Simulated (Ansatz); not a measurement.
The system is Zn.

```
Zn
1.0
     2.67000    0.00000    0.00000
    -1.33500    2.31229    0.00000
     0.00000    0.00000    4.96600
Zn
2
Direct
  0.66667 0.33333 0.75000
  0.33333 0.66667 0.25000
```

| Quantity | Value |
| --- | --- |
| Program | Ansatz 0.2.0 |
| Task | relaxation of cell and atoms |
| Functional | PBEsol |
| Dispersion | D4 |
| Potentials or basis | Ansatz PAW |
| Cutoff | 420 eV (not typed: the program's choice for these potentials) |
| k mesh | 11 × 11 × 6 |
| Occupations | fermi-dirac, width 0.05 eV |
| Spin | no spin polarisation |

At the start: volume 15.33 Å³/atom.

Where does the relaxation end?

It ends after 11 steps and the volume is 13.64 Å³/atom (-11.0 %); space group P6_3/mmc (No. 194, to 0.05 Å).

The path:
| step | energy change (eV) | largest force (eV/Å) | volume (Å³) |
| --- | --- | --- | --- |
| 1 | 0.0000 | 0.0000 | 30.66 |
| 2 | -0.0857 | 0.0000 | 28.04 |
| 3 | -0.0941 | 0.0000 | 26.90 |
| 4 | -0.1011 | 0.0000 | 26.83 |
| 5 | -0.1064 | 0.0000 | 26.73 |
| 6 | -0.1097 | 0.0000 | 27.33 |
| 7 | -0.1099 | 0.0000 | 27.34 |
| 8 | -0.1101 | 0.0000 | 27.30 |
| 9 | -0.1087 | 0.0000 | 27.30 |
| 10 | -0.1087 | 0.0000 | 27.28 |
| 11 | -0.1087 | 0.0000 | 27.28 |

Final structure:
```xyz
2
Lattice="2.6726 0.0000 0.0000 -1.3363 2.3146 0.0000 0.0000 0.0000 4.4101" Properties=species:S:1:pos:R:3 pbc="T T T"
Zn    1.3363    0.7715    3.3076
Zn    0.0000    1.5431    1.1025
```

Caveat: the plane-wave basis is chosen anew once the cell has moved, so the energies of steps on either side of that aren't comparable; pairwise dispersion overbinds metals, which lowers pressure and volume; the PAW data sets come from PBE, with cores solved anew for the run's functional, which leaves a small shift of forces and pressure.
